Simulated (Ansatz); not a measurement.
Wanted: the native input for an Ansatz 0.2.0 run.

```
Task                : relaxation of cell and atoms
Functional          : r2SCAN
Potentials or basis : Ansatz PAW
Cutoff              : 500 eV (not typed: the program's choice for these potentials)
k mesh              : 10 × 10 × 10
Occupations         : fermi-dirac, width 0.05 eV
Spin                : no spin polarisation
Hubbard terms       : Ta d U = 6 eV
Hubbard projectors  : ortho-atomic (the default)
Double counting     : fll (the default)
```

The system is TaN.

```xyz
2
Lattice="0.0000 2.1790 2.1790 2.1790 0.0000 2.1790 2.1790 2.1790 0.0000" Properties=species:S:1:pos:R:3 pbc="T T T"
Ta    2.1790    2.1790    2.1790
N     0.0000    0.0000    0.0000
```

One way to write it, as run:

input.yaml

```yaml
crystal:
  lattice:
    - [0.0, 2.17900131, 2.17900131]
    - [2.17900131, 0.0, 2.17900131]
    - [2.17900131, 2.17900131, 0.0]
  atoms:
    - { symbol: Ta, position: [0.5, 0.5, 0.5] }
    - { symbol: "N", position: [0.0, 0.0, 0.0] }
hamiltonian:
  xc: r2scan
  pseudopotentials: { kind: paw }
  hubbard: { sites: [{ species: Ta, l: d, u_eff: 6.0 }] }
kpoints:
  mp_grid: { grid: [10, 10, 10] }
scf:
  occupations: { method: fermi_dirac, width: 0.05 }
output:
  forces: true
  stress: true
  eigenvalues: true
  write_density: true
  write_potential: true
  elf: true
  volumetric_format: npy
relax:
  f_tol: 0.01
  max_steps: 40
  cell: { stress_tol: 0.05 }
```

Potentials or basis: Ansatz PAW.

Run with:

```bash
$ ansatz run input.yaml --threads 2 --pin off --max-ram 5632MiB --backend cpu --events-out ev --progress --plain --runs-dir out
```

It gave:

- Relaxed volume: 10.81 Å³/atom
- Relaxed cell: a = 3.127 Å, b = 3.127 Å, c = 3.127 Å, α = 60.00°, β = 60.00°, γ = 60.00°
- Space group after relaxing (to 0.05 Å): Fm-3m (No. 225)
- Energy gained by relaxing: 22.2 meV/atom
- Ionic steps: 5
- Pressure after relaxing: 0.0 GPa
- Band gap on the k mesh: none (metal or under the smearing width)

Caveat: the plane-wave basis is chosen anew once the cell has moved, so the energies of steps on either side of that aren't comparable; U without spin polarisation on a metal has little footing; the PAW data sets come from PBE, with cores solved anew for the run's functional, which leaves a small shift of forces and pressure.

Run time: 6.8 s on 2 threads of Arm Neoverse V2, on a shared host, peak memory 0.36 GiB.
